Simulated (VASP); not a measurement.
TePb in VASP 6.6.1, single-point calculation

INCAR

```
NBANDS = 17
ENCUT = 520
ISMEAR = -1
LWAVE = .FALSE.
SIGMA = 0.02
ISIF = 2
IBRION = -1
NELECT = 20.1
NELM = 50
EDIFF = 1E-7
PREC = Accurate
LREAL = .FALSE.
GGA = PE
LCHARG = .FALSE.
NSW = 0
LASPH = .TRUE.
```

KPOINTS

```
KPOINTS created by Atomic Simulation Environment
0
Gamma
8 8 8
0 0 0
```

POSCAR

```
Pb Te
 1.0000000000000000
    -0.0000000000000000    3.2678368488178133    3.2678368488178133
     3.2678368488178133   -0.0000000000000000    3.2678368488178133
     3.2678368488178133    3.2678368488178133   -0.0000000000000000
 Pb  Te
   1   1
Cartesian
 -0.0000000000000000  0.0000000000000000  0.0000000000000000
  3.2678368488178129  3.2678368488178129  3.2678368488178129
```

The recommended PBE PAW datasets give the neutral cell 20 valence electrons.

Command

```
mpirun -np 1 vasp_std
```

How does this run end, and what does it give?

It converged. Results: pressure 3.2 GPa.

OSZICAR

```
N       E                     dE             d eps       ncg     rms          rms(c)
DAV:   1     0.151957855593E+03    0.15196E+03   -0.91145E+03   986   0.113E+03
DAV:   2     0.317612656508E+01   -0.14878E+03   -0.14418E+03  1047   0.289E+02
DAV:   3    -0.675078511712E+01   -0.99269E+01   -0.98606E+01  1249   0.826E+01
DAV:   4    -0.701336231835E+01   -0.26258E+00   -0.26245E+00  1254   0.151E+01
DAV:   5    -0.702295241685E+01   -0.95901E-02   -0.95899E-02  1409   0.256E+00    0.377E+00
DAV:   6    -0.688633837522E+01    0.13661E+00   -0.31796E-01  1371   0.355E+00    0.233E+00
DAV:   7    -0.688353550136E+01    0.28029E-02   -0.85377E-02  1230   0.139E+00    0.976E-01
DAV:   8    -0.688499031535E+01   -0.14548E-02   -0.81869E-03  1187   0.864E-01    0.166E-01
DAV:   9    -0.688507287344E+01   -0.82558E-04   -0.74692E-04  1479   0.241E-01    0.441E-02
DAV:  10    -0.688509730032E+01   -0.24427E-04   -0.77133E-05  1173   0.584E-02    0.261E-02
DAV:  11    -0.688510884042E+01   -0.11540E-04   -0.28398E-05  1189   0.385E-02    0.150E-02
DAV:  12    -0.688510923905E+01   -0.39863E-06   -0.18593E-06  1340   0.106E-02    0.116E-02
DAV:  13    -0.688510866953E+01    0.56952E-06   -0.39226E-07  1096   0.382E-03    0.310E-03
DAV:  14    -0.688510879466E+01   -0.12513E-06   -0.21589E-07   977   0.462E-03    0.142E-03
DAV:  15    -0.688510883327E+01   -0.38608E-07   -0.26664E-08   621   0.106E-03
   1 F= -.68851088E+01 E0= -.68839958E+01  d E =-.222611E-02
```

Standard output (part)

```
POSCAR found type information on POSCAR PbTe
 POSCAR found :  2 types and       2 ions
 LDA part: xc-table for (Slater+PW92), standard interpolation
 POSCAR, INCAR and KPOINTS ok, starting setup
 WAVECAR not read
 entering main loop
 the old and the new charge density differ
    0.377E+00
```

The cell is charged and sits in a uniform background.

For comparison, a separate PBE run of the intended cell, on usual settings and not on those above, gives a gap of 0.80 eV on its mesh and a pressure of 0.6 GPa.
